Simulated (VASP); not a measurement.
Here is a VASP 6.6.1 calculation.

INCAR

```
SYSTEM = AlP
  PREC = Accurate
  ENCUT = 500
  EDIFF = 1E-6
  ISMEAR = 0
  SIGMA = 0.05
  LREAL = .FALSE.
  LASPH = .TRUE.
  NELM = 120
  ALGO = Normal
  ISIF = 2
  LWAVE = .FALSE.
  LCHARG = .FALSE.
  GGA = B5
  ALDAX = 1.0
  AGGAX = 1.0
  AGGAC = 1.0
  ALDAC = 0.0
  NBANDS = 11
  GGA_COMPAT = .FALSE.
```

Contents of KPOINTS:

```
Automatic mesh
0
G
  8 8 8
  0 0 0
```

POSCAR

```
AlP
1.0
    0.0000000000      2.7564126512      2.7564126512
    2.7564126512      0.0000000000      2.7564126512
    2.7564126512      2.7564126512      0.0000000000
Al P
1 1
Direct
    0.0000000000      0.0000000000      0.0000000000
    0.7500000000      0.7500000000      0.7500000000
```

Potentials or basis: VASP PAW PBE potentials, release 64 (Al, P).

Launch:

```sh
$ cat potpaw_PBE.64/Al/POTCAR potpaw_PBE.64/P/POTCAR > POTCAR
$ mpirun -np 1 vasp_std > vasp.out
```

**Question.** What does it give for the pressure?

**Answer.** 2.2 GPa.

**Question.** Estimate the band gap on the k mesh.

**Answer.** 1.89 eV, indirect (least direct gap 3.14 eV).

Caveat: the PAW data sets were made with another functional, which shifts forces and pressure a little.

**What was measured.**

From a printed reference work, data compilation, for a bulk crystal of AlP at 4.2 K: band gap 2.505 eV (indirect).

A measured gap of AlP is 2.505 eV (indirect; 4.2 K; a printed reference work, data compilation); the calculated 1.89 eV misses it by -0.61 eV. The value is that of BLYP on a finite k mesh, which can miss the band edges, without temperature or zero-point motion. Semilocal functionals fall short of measured gaps as a rule.
